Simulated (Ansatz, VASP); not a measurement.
**One calculation of ZnS, two programs**

The input INCAR:

```
SYSTEM = ZnS
ALGO = Normal ; EDIFF = 1E-6
ENCUT = 520 ; GGA = PE
ISIF = 2 ; ISMEAR = 0
LASPH = .True. ; LCHARG = .False.
LREAL = .False. ; LWAVE = .False.
NBANDS = 16 ; NELM = 60
PREC = Accurate ; SIGMA = 0.01
```

File KPOINTS:

```
k-points
0
Gamma
  6 6 6
  0 0 0
```

The input POSCAR:

```
ZnS
1.0
    0.0000000000      2.7020000000      2.7020000000
    2.7020000000      0.0000000000      2.7020000000
    2.7020000000      2.7020000000      0.0000000000
Zn S
1 1
Direct
    0.2500000000      0.2500000000      0.2500000000
    0.0000000000      0.0000000000      0.0000000000
```

Input for Ansatz:

```yaml
crystal:
  lattice:
    - [0.0, 2.702, 2.702]
    - [2.702, 0.0, 2.702]
    - [2.702, 2.702, 0.0]
  atoms:
    - { symbol: Zn, position: [0.25, 0.25, 0.25] }
    - { symbol: S, position: [0.0, 0.0, 0.0] }
basis:
  ecutwfc: 550.0
kpoints:
  mp_grid:
    grid: [6, 6, 6]
hamiltonian:
  xc: pbe
scf:
  occupations:
    method: fixed
output:
  stress: true
```

Alike in both runs: task single point; functional PBE; k mesh 6 × 6 × 6; no spin polarisation.

|  | VASP | Ansatz |
| --- | --- | --- |
| version | VASP 6.6.1 | Ansatz 0.2.0 |
| potentials or method | VASP PAW PBE potentials, release 64 (Zn, S) | plane waves, PAW |
| plane-wave cutoff (eV) | 520 | 550 |
| occupations | gaussian, width 0.01 eV | fixed |
| valence electrons in the cell | 18 | 18 |

Ansatz gave:

| Item | Value |
| --- | --- |
| pressure (GPa) | 1.6 |

Estimate VASP's values.

pressure (GPa): 1.8.

PBE gaps usually lie below the measured ones, often by a third to a half.
